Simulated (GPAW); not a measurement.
ZnSe (Stilleite): band structure with PBE

**What was measured.**

“Alloy Disordering Effects on the Thermal Conductivity and Energy Gap Temperature Dependence of Cd1−xZnxSe Ternary Crystals Grown by the Bridgman Method”, 2023, pmc:10253836 reports, for a bulk crystal of ZnSe at 300 K: band gap 2.695 ± 0.003 eV (an exciton energy, a little under the gap).

ZnSe (Stilleite):

```
Se Zn
1.0
     0.00000    2.83380    2.83380
     2.83380    0.00000    2.83380
     2.83380    2.83380    0.00000
Se Zn
1 1
Direct
  0.25000 0.25000 0.25000
  0.00000 0.00000 0.00000
```

```json
{
  "Program": "GPAW 26.7.0",
  "Task": "band structure",
  "Functional": "PBE",
  "Potentials or basis": "GPAW PAW data sets (gpaw-data 1.2.1)",
  "Basis": "fd",
  "Grid spacing": "0.16 Å",
  "k mesh": "7 × 7 × 7",
  "Occupations": "fermi-dirac, width 0.05 eV",
  "Spin": "no spin polarisation",
  "Maxiter": "150",
  "Band path": "GXWKGLUWLK,UX",
  "Band points": "60"
}
```

The band gap on the k mesh is 1.30 eV, direct. The band gap along the path is 1.30 eV, direct.

Levels at the corners of the path, in eV from the valence-band top:
```
point  band 5  band 6  band 7  band 8  band 9  band 10  band 11  band 12  band 13
    Γ   -6.15   -6.15    0.00    0.00    0.00     1.30     5.81     5.81     5.81
    X   -6.11   -5.97   -4.74   -2.18   -2.18     2.99     3.47    10.73    11.25
    W   -6.18   -5.85   -4.68   -2.76   -2.66     5.48     5.56     6.97     7.72
    K   -6.13   -5.89   -4.71   -3.08   -1.79     3.59     5.60     9.05     9.27
    Γ   -6.15   -6.15    0.00    0.00    0.00     1.30     5.81     5.81     5.81
    L   -6.13   -5.99   -5.22   -0.87   -0.87     2.55     6.39     6.39     8.57
    U   -6.13   -5.89   -4.71   -3.08   -1.79     3.59     5.60     9.05     9.27
    W   -6.18   -5.85   -4.68   -2.76   -2.66     5.48     5.56     6.97     7.72
    L   -6.13   -5.99   -5.22   -0.87   -0.87     2.55     6.39     6.39     8.57
    K   -6.13   -5.89   -4.71   -3.08   -1.79     3.59     5.60     9.05     9.27
    U   -6.13   -5.89   -4.71   -3.08   -1.79     3.59     5.60     9.05     9.27
    X   -6.11   -5.97   -4.74   -2.18   -2.18     2.99     3.47    10.73    11.25
```

Wall time 2.4 min on 1 thread of Intel(R) Xeon(R) Platinum 8488C (Sapphire Rapids), on a shared host, peak memory 0.57 GiB.

Measured gap of ZnSe: 2.695 eV (an exciton energy, a little under the gap; 300 K; “Alloy Disordering Effects on the Thermal Conductivity and Energy Gap Temperature Dependence of Cd1−xZnxSe Ternary Crystals Grown by the Bridgman Method”, 2023, pmc:10253836). This calculation gives 1.30 eV (-1.40 eV). So large a miss can be the level of theory's own, or it may mean another phase, state or a wrong row. Spin-orbit coupling on Se is left out. The value is that of PBE, without temperature or zero-point motion. Semilocal functionals fall short of measured gaps as a rule.
